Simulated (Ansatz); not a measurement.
By PBEsol, the system below comes out a metal.

Data:

```xyz
12
Lattice="3.0695 0.0000 0.0000 -1.5348 2.6583 0.0000 0.0000 0.0000 17.6929" Properties=species:S:1:pos:R:3 pbc="T T T"
Ti     1.5348     0.8861     6.4565
Ti     0.0000     1.7722    11.2364
Ti     0.0000     1.7722    15.3029
Ti     1.5348     0.8861     2.3900
Ti     0.0000     0.0000     8.8464
Ti     0.0000     0.0000     0.0000
Si     0.0000     0.0000    13.2697
Si     0.0000     0.0000     4.4232
C      0.0000     1.7722     7.5639
C      1.5348     0.8861    10.1290
C      1.5348     0.8861    16.4103
C      0.0000     1.7722     1.2826
```

The cell is taken as given; by PBEsol it stands under a pressure of -5.0 GPa.

The current flows along the normal of the first two printed cell vectors, the (001) plane of the conventional cell. No spin-orbit coupling; the value is a mean over 0.1 eV about the Fermi level.

Problem. Predict the ballistic conductance per area from PBEsol run with Ansatz (a program for electronic structure).

Solution. 0.46 × 10¹⁵ S/m² for both spins.
